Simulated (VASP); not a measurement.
GaN (strained zincblende), r²SCAN single-point calculation: Ansatz's output and VASP's

```yaml
crystal:
  lattice:
    - [0.00000, 2.18148, 2.18148]
    - [2.18148, 0.00000, 2.18148]
    - [2.18148, 2.18148, 0.00000]
  atoms:
    - { symbol: Ga, position: [0.00000, 0.00000, 0.00000] }
    - { symbol: N, position: [0.25000, 0.25000, 0.25000] }
```

Ansatz printed

```
SCF 1 converged in 8 iterations: F = -4176.248146 eV  dr2 = 3.85e-9
  greatest PAW one-centre occupation: 0.995 electrons in one spin orbital (limit 2), on the Ga atom at site 0 (counted from 0), in its partial waves of l = 2
NSCF: frozen V_eff on 6 k-points
SCF converged after 8 iterations
Free energy (F): -4176.248146 eV
Harris-Foulkes:  -4176.248146 eV  (|F-HF|=2.45e-9)
Internal energy: -4176.248146 eV  (E = F + TS)
E sigma→0 (E₀):  -4176.248146 eV
Fermi energy:    10.934241 eV
--- Per-component energies (eV) ---
  E_band       = 8.095225
  E_kinetic    = 251.230772
  E_local      = -1876.120043  (includes V_loc(G=0)·N_el)
  E_nonlocal   = 476.676121
  E_hartree    = 872.665170
  E_xc         = -123.343653
  E_vxc        = -145.810779  (∫ρ·V_xc dr)
  E_paw        = -2136.833421  (= ΣΔE_a)
  E_vpaw       = -451.139305  (= ΣTr[D̂ρ^β])
  E_aug_tail   = -0.000014  (compensation charges beyond the density's cutoff)
  E_vtau       = 7.928856  (kinetic-family band-sum trace: ∫τ·v_τ [+ j·A + Jᵃ·Aᵃ] dr)
  E_ewald      = -1639.840444
  E_core_change = -0.682634  (= ΣΔE_core)
  E_smearing   = -0.000000  (= −TS)
  E_closure    = 0.000000  (closes the sum)
  Σ components = -4176.248146   (vs F -4176.248146, Δ=0.00e0)
--- Forces (eV/Å), atoms counted from 1 ---
  atom   1  Ga     0.00000000    -0.00000000     0.00000000
  atom   2  N     -0.00000000    -0.00000000     0.00000000
  max |Σ_I F_I| component: 2.54e-17 eV/Å
--- Stress (GPa, compression-positive) ---
       21.844579       0.000000      -0.000000
        0.000000      21.844579       0.000000
       -0.000000       0.000000      21.844579
  P = ⅓ Tr σ = 21.8446 GPa (218.446 kbar)
--- Band table (eV; the first three rows and the last of 47) ---
  k-point 0: bands = ["-6.6859", "-3.0845", "-3.0845", "-3.0845", "-2.6250", "-2.6250", "10.9342", "10.9342", "10.9342", "13.7156", "22.6067", "22.6067", "22.6067"]
  k-point 1: bands = ["-6.5557", "-3.0660", "-3.0660", "-3.0483", "-2.6268", "-2.6268", "9.8564", "10.8104", "10.8104", "14.5142", "22.1056", "22.7970", "22.7970"]
  k-point 2: bands = ["-6.2148", "-3.0225", "-3.0225", "-2.8943", "-2.6255", "-2.6255", "7.8653", "10.5056", "10.5056", "15.6738", "21.2968", "23.0718", "23.0718"]
  k-point 46: bands = ["-5.1622", "-2.8911", "-2.8153", "-2.6402", "-2.5934", "-0.7295", "4.7075", "6.8049", "6.8140", "17.4504", "20.8226", "23.1981", "23.4245"]
```

The two codes use different PAW datasets and cutoffs. VASP's cell holds 18 valence electrons and Ansatz's 18. Ansatz's stress includes a Pulay correction; VASP's doesn't.

Problem. What does VASP give for the same cell and level of theory?

Solution. gap between bands v and c 2.77 eV; least direct gap 2.77 eV; pressure 23.3 GPa.

From OUTCAR

```
k-points           NKPTS =     47   k-points in BZ     NKDIM =     47   number of bands    NBANDS=     16

   NELECT =      18.0000    total number of electrons

   dimension x,y,z NGX =    24 NGY =   24 NGZ =   24
   dimension x,y,z NGXF=    48 NGYF=   48 NGZF=   48

  energy-cutoff  :      520.00
  volume of cell :       20.76
      direct lattice vectors                 reciprocal lattice vectors
     0.000000000  2.181483965  2.181483965    -0.229201776  0.229201776  0.229201776
     2.181483965  0.000000000  2.181483965     0.229201776 -0.229201776  0.229201776
     2.181483965  2.181483965  0.000000000     0.229201776  0.229201776 -0.229201776

 k-points in reciprocal lattice and weights: KPOINTS created by Atomic Simulation Env
   0.00000000  0.00000000  0.00000000       0.001
   0.10000000  0.00000000  0.00000000       0.008
   0.20000000  0.00000000  0.00000000       0.008
   0.30000000  0.00000000  0.00000000       0.008
   0.40000000  0.00000000  0.00000000       0.008
   0.50000000  0.00000000  0.00000000       0.004
   0.10000000  0.10000000  0.00000000       0.006
   0.20000000  0.10000000  0.00000000       0.024
   ...

 E-fermi :   6.2200

 k-point     1 :       0.0000    0.0000    0.0000
  band No.  band energies     occupation
      1     -11.4896      2.00000
      2      -7.8146      2.00000
      3      -7.8146      2.00000
      4      -7.8146      2.00000
      5      -7.3436      2.00000
      6      -7.3436      2.00000
      7       6.1361      2.00000
      8       6.1361      2.00000
      9       6.1361      2.00000
     10       8.9038      0.00000
     11      17.7830      0.00000
     12      17.7831      0.00000
     13      17.7831      0.00000
     14      26.0545      0.00000
     15      26.6528      0.00000
     16      26.6529      0.00000

 k-point     2 :       0.1000    0.0000    0.0000
  band No.  band energies     occupation
      1     -11.3579      2.00000
      2      -7.7959      2.00000
      3      -7.7959      2.00000
      4      -7.7794      2.00000
      5      -7.3454      2.00000
      6      -7.3454      2.00000
      7       5.0584      2.00000
      8       6.0121      2.00000
      9       6.0121      2.00000
     10       9.7017      0.00000
     11      17.2804      0.00000
     12      17.9746      0.00000
     13      17.9746      0.00000
     14      25.1543      0.00000
     15      25.1544      0.00000
     16      25.3661      0.00000

 k-point     3 :       0.2000    0.0000    0.0000
  band No.  band energies     occupation
      1     -11.0115      2.00000
      2      -7.7518      2.00000
      3      -7.7518      2.00000
      4      -7.6288      2.00000
      5      -7.3444      2.00000
      6      -7.3444      2.00000
      7       3.0686      2.00000
      8       5.7068      2.00000
      9       5.7068      2.00000
     10      10.8590      0.00000
     11      16.4710      0.00000
     12      18.2549      0.00000
     13      18.2549      0.00000
     14      24.1806      0.00000
     15      24.3337      0.00000
     16      24.3337      0.00000

 k-point     4 :       0.3000    0.0000    0.0000
  band No.  band energies     occupation
      1     -10.6000      2.00000
      2      -7.7108      2.00000
      3      -7.7108      2.00000
      4      -7.3276      2.00000
      5      -7.3276      2.00000
      6      -7.2470      2.00000
      7       0.9472      2.00000
      8       5.3610      2.00000
      9       5.3610      2.00000
     10      11.6366      0.00000
     11      16.0621      0.00000
     12      18.1407      0.00000
     13      18.1407      0.00000
     14      23.5200      0.00000
     15      25.0193      0.00000
     16      25.0193      0.00000

 k-point     5 :       0.4000    0.0000    0.0000
  band No.  band energies     occupation
      1     -10.3081      2.00000
      2      -7.6910      2.00000
      3      -7.6910      2.00000
      4      -7.2990      2.00000
      5      -7.2990      2.00000
      6      -6.6064      2.00000
      7      -0.8814      2.00000
      8       5.1012      2.00000
      9       5.1012      2.00000
     10      11.9415      0.00000
     11      16.0484      0.00000
     12      17.8087      0.00000
     13      17.8087      0.00000
     14      23.4554      0.00000
     15      26.7949      0.00000
     16      26.7950      0.00000

 k-point     6 :       0.5000    0.0000    0.0000
  band No.  band energies     occupation
      1     -10.2118      2.00000
      2      -7.6867      2.00000
      3      -7.6867      2.00000
      4      -7.2845      2.00000
      5      -7.2844      2.00000
      6      -6.1869      2.00000
      7      -1.7124      2.00000
      8       5.0058      2.00000
      9       5.0059      2.00000
     10      11.9986      0.00000
     11      16.0933      0.00000
     12      17.6550      0.00000
     13      17.6550      0.00000
     14      23.5602      0.00000
     15      28.1359      0.00000
     16      28.1359      0.00000

 ...

  Total        3.0144468      3.0144468      3.0144468      0.0000000      0.0000000     -0.0000000
  in kB      232.6120086    232.6120086    232.6120086      0.0000000      0.0000000     -0.0000000
  external PRESSURE =     232.6120086 kB  Pullay stress =       0.0000000 kB

 POSITION                                       TOTAL-FORCE (eV/Angst)
 -----------------------------------------------------------------------------------
      0.00000      0.00000      0.00000         0.000000      0.000000      0.000000
      1.09074      1.09074      1.09074        -0.000000     -0.000000      0.000000
 -----------------------------------------------------------------------------------
    total drift:                                0.000008      0.000008      0.000008

  FREE ENERGIE OF THE ION-ELECTRON SYSTEM (eV)
  ---------------------------------------------------
  free  energy   TOTEN  =       -21.7542125856 eV

  energy  without entropy=      -21.7542125856  energy(sigma->0) =      -21.75421259
```
